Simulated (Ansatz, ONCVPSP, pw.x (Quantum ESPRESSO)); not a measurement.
## From atom to crystal: ONCV potential for Zr

| Item | Value |
| --- | --- |
| Element | zirconium |
| Generator | ONCVPSP 4.0.1.1 (patched build) |
| Type | optimised norm-conserving Vanderbilt (ONCV) |
| Functional | PBE |
| Relativity | scalar-relativistic |
| Frozen core | [Ar] 3d10 |
| Valence charge | 12 |
| Reference configuration | 4s2 4p6 4d2.5 5s1.5 |
| Partial waves | 4s+5s: rc 1.85 bohr, ncon 3, nbas 7, qcut 6.6 1/bohr, 2 projectors; 4p: rc 2.20 bohr, ncon 4, nbas 9, qcut 6.5 1/bohr, 2 projectors, debl 3.3 Ha; 4d: rc 2.65 bohr, ncon 4, nbas 9, qcut 4.8 1/bohr, 2 projectors, debl 2.6 Ha |
| Local potential | polynomial inside 1.75 bohr (lpopt 3, dvloc0 0 Ha) |
| Core correction | Teter function, fcfact 4.75, rcfact 1.65 |

Atomic tests: cutoffs needed: 15 Ha and 17 Ha (the cutoffs (Ha) at which the residual kinetic energy of the hardest occupied pseudo-wave falls to 1 and 0.1 mHa per electron); ghost test: no bound ghost flagged; no localised positive-energy state flagged; configuration tests: 1 of 4 tests not solved or not reliable.

Crystal test: bcc Zr in pw.x 7.5, no spin, 13³ k-points, Fermi–Dirac smearing 0.01 Ry, cutoffs 50/200 Ry. The reference is all-electron LAPW (Ansatz 0.2.0) with the same functional, mesh and smearing; V0 and B0 come from Birch–Murnaghan fits to the pressures at five volumes. Errors are pseudo minus all-electron; Δ is the rms difference of the E(V) curves that follow from these fits, minima aligned, over ±6 % about the mean V0. Mesh and smearing are coarse, so the numbers serve the comparison and aren't converged zero-temperature values; the lattice is a test structure that the element need not adopt.

| V (Å³/atom) | P all-electron (GPa) | P pseudo (GPa) |
| --- | --- | --- |
| 21.920 | 4.41 | 4.67 |
| 22.497 | 1.91 | 2.16 |
| 23.074 | -0.34 | -0.09 |
| 23.651 | -2.37 | -2.12 |
| 24.228 | -4.19 | -3.95 |

All-electron: a0 = 3.582 Å (V0 = 22.98 Å³/atom), B0 = 86.4 GPa.

Pseudopotential: mean pressure error (GPa): +0.25; a0 (Å): 3.586; a0 error (%): +0.10; B0 error (%): -0.8; Δ (meV/atom): 1.3. Atomic configuration tests: 1 of 4 tests not solved or not reliable.

Q: At the middle volume, how do free energy and pressure move when the wave cutoff is lowered (ecutrho kept at four times it)?

A:

```csv
cutoff (Ry),shift of F (meV/atom),shift of P (GPa)
22,+645.8,-18.39
30,+54.7,-2.64
40,+0.8,-0.07
```

The run at the middle volume (84 k-points, 8 iterations) took about 15 s on one core of a shared host (AMD EPYC 7R43 64-Core Processor, 256 threads, 1004 GiB, load 87).
